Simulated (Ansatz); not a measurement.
# ZrH: what symmetry allows forces and stress to be

```
CELL_PARAMETERS angstrom
-1.60646 1.69849 2.66479
1.60646 -1.64285 2.62826
1.60646 1.64285 -2.62826
ATOMIC_POSITIONS crystal
Zr 0.99915 0.98306 0.01609
H 0.75085 0.26694 0.48391
```

Theory: DFT PBEsol, scalar-relativistic, plane waves, PAW in Ansatz.

Settings: cutoff 420 eV, Γ-centred mesh 16×16×16 on the computed 2-atom cell, Gaussian smearing of 0.10 eV; no spin polarisation.

This distorted cell has space group Cm, with 2 operations.

Task: Without a calculation: in which directions can each atom feel a force?

Result: A force must be left unchanged by every operation that keeps its atom in place, so it lies in the space that those operations leave fixed. Atoms that the group maps onto each other feel forces of one size.
| atom | site symmetry | operations at the site | equivalent to atom | allowed force (Cartesian) |
| --- | --- | --- | --- | --- |
| Zr1 | m | 2 | 1 | in the plane normal to (1.00, 0.00, 0.00) |
| H2 | m | 2 | 2 | in the plane normal to (1.00, 0.00, 0.00) |

That leaves 4 independent force components of 6, tied by 2 conditions that the forces sum to zero, so 2 remain. A relaxation in this cell that keeps the symmetry moves the atoms in these directions alone.

Task: And the stress tensor?

Result: It must be invariant under the point group, which leaves 4 independent components: xz, xy vanish.

Task: Do the computed values obey this?

Result: Yes. Forces (eV/Å):
```
Zr1  0.000 -0.124  0.803
H2   0.000  0.124 -0.803
```

Stress (GPa, compression positive, xx yy zz yz xz xy): -0.72 -12.87 -10.24 -0.30 0.00 0.00. The program imposes the same operations on density, forces and stress, so this confirms the analysis and is no independent test of the calculation.